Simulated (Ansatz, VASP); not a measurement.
AlN: VASP beside Ansatz

INCAR

```
PREC     = Accurate       # precision mode
ENCUT    = 520            # plane-wave cutoff, eV
EDIFF    = 1E-6           # SCF threshold, eV
ISMEAR   = 0              # smearing method
SIGMA    = 0.01           # smearing width, eV
LREAL    = Auto         
LASPH    = T              # aspherical terms in the spheres
NELM     = 80             # most SCF steps
ALGO     = Normal         # electronic algorithm
ISIF     = 2              # what is computed and relaxed
LWAVE    = F              # write WAVECAR
LCHARG   = F              # write CHGCAR
GGA      = PE             # functional
NBANDS   = 46             # bands
```

KPOINTS

```
Automatic mesh
0
Gamma
  2 2 2
```

Contents of POSCAR:

```
AlN
1.0
    0.0000000000      4.4031742015     -4.4031742015
    4.4031742015      4.4031742015      0.0000000000
    4.4031742015      0.0000000000     -4.4031742015
Al N
8 8
Direct
    0.0000000000      0.0000000000      0.5000000000
    0.0000000000      0.5000000000      0.5000000000
    0.5000000000      0.0000000000      0.5000000000
    0.5000000000      0.5000000000      0.5000000000
    0.0000000000      0.0000000000      1.0000000000
    0.0000000000      0.5000000000      1.0000000000
    0.5000000000      0.0000000000      1.0000000000
    0.5000000000      0.5000000000      1.0000000000
    0.1250000000      0.1250000000      0.1250000000
    0.1250000000      0.6250000000      0.1250000000
    0.6250000000      0.1250000000      0.1250000000
    0.6250000000      0.6250000000      0.1250000000
    0.1250000000      0.1250000000      0.6250000000
    0.1250000000      0.6250000000      0.6250000000
    0.6250000000      0.1250000000      0.6250000000
    0.6250000000      0.6250000000      0.6250000000
```

Input for Ansatz:

```yaml
crystal:
  lattice:
    - [0.0, 4.4031742015, -4.4031742015]
    - [4.4031742015, 4.4031742015, 0.0]
    - [4.4031742015, 0.0, -4.4031742015]
  atoms:
    - { symbol: Al, position: [0.0, 0.0, 0.5] }
    - { symbol: Al, position: [0.0, 0.5, 0.5] }
    - { symbol: Al, position: [0.5, 0.0, 0.5] }
    - { symbol: Al, position: [0.5, 0.5, 0.5] }
    - { symbol: Al, position: [0.0, 0.0, 1.0] }
    - { symbol: Al, position: [0.0, 0.5, 1.0] }
    - { symbol: Al, position: [0.5, 0.0, 1.0] }
    - { symbol: Al, position: [0.5, 0.5, 1.0] }
    - { symbol: "N", position: [0.125, 0.125, 0.125] }
    - { symbol: "N", position: [0.125, 0.625, 0.125] }
    - { symbol: "N", position: [0.625, 0.125, 0.125] }
    - { symbol: "N", position: [0.625, 0.625, 0.125] }
    - { symbol: "N", position: [0.125, 0.125, 0.625] }
    - { symbol: "N", position: [0.125, 0.625, 0.625] }
    - { symbol: "N", position: [0.625, 0.125, 0.625] }
    - { symbol: "N", position: [0.625, 0.625, 0.625] }
basis:
  ecutwfc: 420
  xc_grid: 2
kpoints:
  mp_grid: { grid: [2, 2, 2], shift: [0.0, 0.0, 0.0] }
hamiltonian:
  xc: pbe
scf:
  occupations: { method: gaussian, width: 0.01 }
output:
  forces: true
  stress: true
  eigenvalues: true
```

Alike in both runs: task single point; functional PBE; k mesh 2 × 2 × 2; occupations gaussian, width 0.01 eV; no spin polarisation.

|  | VASP | Ansatz |
| --- | --- | --- |
| version | VASP 6.6.1 | Ansatz 0.2.0 |
| potentials or method | VASP PAW PBE potentials, release 64 (Al, N) | scalar-relativistic, plane waves, PAW |
| plane-wave cutoff (eV) | 520 | 420 |
| valence electrons in the cell | 64 | 64 |

|  | VASP | Ansatz | Ansatz less VASP |
| --- | --- | --- | --- |
| gap on the k mesh at the Fermi level (eV) | 3.28 | 3.29 | +0.007 |
| least direct gap on the mesh (eV) | 3.28 | 3.29 | +0.007 |
| pressure (GPa) | -0.2 | 0.0 | +0.21 |

Caveats: the k mesh is coarse (spacing up to 0.62 Å⁻¹), so the values aren't converged.
